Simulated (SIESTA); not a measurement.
Crystal: N.

```
N
1.0
     5.56052    0.00000    0.00000
     0.00000    5.56052    0.00000
     0.00000    0.00000    5.56052
N
8
Direct
  0.05740 0.44260 0.55740
  0.44260 0.55740 0.05740
  0.55740 0.05740 0.44260
  0.94260 0.94260 0.94260
  0.94260 0.55740 0.44260
  0.55740 0.44260 0.94260
  0.44260 0.94260 0.55740
  0.05740 0.05740 0.05740
```

Base run:

| Item | Value |
| --- | --- |
| Program | SIESTA 5.4.2 |
| Functional | PBE |
| Potentials or basis | PseudoDojo 0.4 standard (PBE files) |
| Basis | DZP (energy shift 0.003 Ry) |
| Grid cutoff | 800 Ry |
| Energy shift | 0.003 Ry |
| k mesh | 5 × 5 × 5 |
| Occupations | fermi-dirac, width 0.05 eV |
| Spin | no spin polarisation |

Its results: band gap on the k mesh 7.37 eV, indirect (least direct gap 7.40 eV); pressure 5.2 GPa; largest force 4.130 eV/Å.

Q: The run is repeated on the same cell with these changes: functional from PBE to LDA; potentials or basis from PseudoDojo 0.4 standard (PBE files) to PseudoDojo 0.4 standard (LDA files). What comes out?

A: Band gap on the k mesh 7.21 eV, indirect (least direct gap 7.24 eV); pressure 2.8 GPa; largest force 3.313 eV/Å.

Caveats: the basis of atomic orbitals isn't converged, which shifts pressures, moduli and gaps; forces of over 1 eV/Å show positions far from the minimum, so gaps and moduli don't describe the material at rest; an odd mesh through Γ misses points on the zone boundary, where band edges often lie (some runs).
